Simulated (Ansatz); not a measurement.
## Convergence of Be

```
Be
1.0
     2.29950    0.00000    0.00000
    -1.14975    1.99143    0.00000
     0.00000    0.00000    3.60090
Be
2
Direct
  0.33333 0.66667 0.25000
  0.66667 0.33333 0.75000
```

Atoms are numbered in the order listed.

The geometry is COD entry 9012017, unchecked; take it as a test cell. It was measured hot, at 658 K.

Level of theory: Ansatz 0.2.0, DFT, PBE, PAW with Ansatz's default frozen-core files, scalar-relativistic.

The runs use a Γ-centred 20×20×11 k mesh, Fermi–Dirac smearing of 0.05 eV, cutoff 420 eV, no spin polarisation. One setting is then changed at a time.

P includes the program's estimate of the Pulay (finite-basis) term, listed apart; without it the pressure would be far more sensitive to the cutoff.

| PAW cutoff (eV) | free energy less the base's (meV/atom) | P (GPa) | Pulay term in P (GPa) |
| --- | --- | --- | --- |
| 420 (base) | 0.0 | -4.71 | ? |
| 150 | 188 | -4.07 | ? |
| 250 | 23.7 | -4.06 | 2.24 |
| 300 | 5.2 | -4.66 | 0.57 |
| 500 | -0.2 | -4.71 | 0.00 |
| 600 | -0.2 | -4.71 | 0.00 |

What belongs in the row "150", column "Pulay term in P (GPa)"?

7.20.

Fill in "Pulay term in P (GPa)" for the row "420 (base)".

0.04.
